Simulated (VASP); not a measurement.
BP, 2 atoms in the cell. The structure is cubic, space group F-43m (No. 216). The conventional cell has a = 4.490 Å, b = 4.490 Å, c = 4.490 Å, α = 90.00°, β = 90.00°, γ = 90.00°. B (site symmetry -43m) has 4 P at 1.94 Å as nearest neighbours. P (site symmetry -43m) is surrounded by 4 B at 1.94 Å. 

- Program: VASP 6.6.1
- Task: relaxation of cell and atoms
- Functional: LDA
- Potentials or basis: VASP PAW LDA potentials, release 64 (B, P)
- Cutoff: 600 eV
- k mesh: 10 × 10 × 10
- Occupations: gaussian, width 0.03 eV
- Spin: no spin polarisation
- Further INCAR settings: ALGO = Normal; EDIFF = 1e-07; IBRION = 2; EDIFFG = -0.005; NSW = 90; ISIF = 3

Potentials or basis: VASP PAW LDA potentials, release 64 (B, P).

Launch:

```sh
$ cat potpaw_LDA.64/B/POTCAR potpaw_LDA.64/P/POTCAR > POTCAR
$ mpirun -np 1 vasp_std > vasp.out
```

Hardware: 1 thread of Intel(R) Xeon(R) Platinum 8488C (Sapphire Rapids), on a shared host.

How long does it take, and how much memory?

Run time: 8.6 s on 1 thread of Intel(R) Xeon(R) Platinum 8488C (Sapphire Rapids), on a shared host, peak memory 0.14 GiB. Counts: scf iterations 13, k points 47, ion steps 1.
